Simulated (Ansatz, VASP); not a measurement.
SnSe: VASP beside Ansatz

```
Sn Se
1.0
     0.00000    3.49383    2.98703
     3.49383    0.00000    2.98703
     3.49383    3.49383    0.00000
Sn Se
1 1
Direct
  0.00000 0.00000 0.00000
  0.25000 0.25000 0.25000
```

Change from the starting cell: epitaxial_xy strain +3.9%.

Alike in both runs: task single point; functional r2SCAN; k mesh 6 × 6 × 6; occupations fermi-dirac, width 0.02 eV; no spin polarisation.

|  | VASP | Ansatz |
| --- | --- | --- |
| version | VASP 6.6.1 | Ansatz 0.2.0 |
| potentials or method | VASP PAW PBE potentials, release 64 (Sn_d, Se) | plane waves, PAW |
| plane-wave cutoff (eV) | 520 | 500 |
| valence electrons in the cell | 20 | 30 |

|  | VASP | Ansatz | Ansatz less VASP |
| --- | --- | --- | --- |
| pressure (GPa) | 0.5 | 0.6 | 0.00 |
| largest component of the traceless stress (GPa) | 0.57 | 0.57 | -0.004 |

The two sets of potentials don't hold the same shells in valence.

Caveats: the PAW data sets were made with another functional, which shifts forces and pressure a little (VASP).
